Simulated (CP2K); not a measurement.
## LiCl: equation of state with PBEsol

The system is LiCl.

```
Cl Li
1.0
     3.62713    0.00000    0.00000
     1.81357    3.14119    0.00000
     1.81357    1.04706    2.96154
Cl Li
1 1
Direct
  0.50000 0.50000 0.50000
  0.00000 0.00000 0.00000
```

```yaml
Program: CP2K 2026.2
Task: equation of state
Functional: PBEsol
Potentials_or_basis: POTENTIAL_UZH Cl GTH-PBE-q7, Li GTH-PBE-q3; TZVP-MOLOPT-PBE-GTH basis
Density_cutoff: 6123 eV
k_mesh: 9 × 9 × 9
Occupations: fermi-dirac, width 0.1 eV
Spin: no spin polarisation
SCF_solver: diagonalisation with k points
Quickstep_method: GPW
EPS_DEFAULT: 1.0E-9
EPS_SCF: 1.0E-6
MAX_SCF: 100
SCF_GUESS: ATOMIC
k_points_reduced_by_the_point_group: yes
Mesh_centred_on_Gamma: yes
CHOLESKY: OFF
EPS_EIGVAL: 1.0E-7
MIXING_METHOD: BROYDEN_MIXING
MIXING_ALPHA: 0.4
NBUFFER: 8
NGRIDS: 5
Basis_sets: Cl TZVP-MOLOPT-PBE-GTH-q7, Li TZVP-MOLOPT-PBE-GTH-q3
Potentials: Cl GTH-PBE-q7 of POTENTIAL_UZH, Li GTH-PBE-q3 of POTENTIAL_UZH
ADDED_MOS: "[10]"
REL_CUTOFF_Ry: 60 Ry
MIXING_BETA_1/bohr: 1.5 1/bohr
CUTOFF_of_the_grids: 450 Ry
```

| Property | Result |
| --- | --- |
| Equilibrium volume | 16.41 Å³/atom |
| Bulk modulus | 35 GPa |
| Pressure derivative of the bulk modulus | 4.4 (rough: it moves with the points fitted) |

Energy against volume, from the lowest point:
```tsv
volume (Å³/atom)	energy (meV/atom)
15.859	1.99
16.196	0.17
16.534	0.00
16.871	1.26
17.209	3.78
17.546	7.49
17.883	12.22
```

All runs of the series together: 58 s on 2 threads of Arm Neoverse V2 (shared host).

Caveat: the potentials were made for another functional, which shifts forces and pressure; the basis of atomic orbitals isn't converged, which shifts pressures, moduli and gaps.
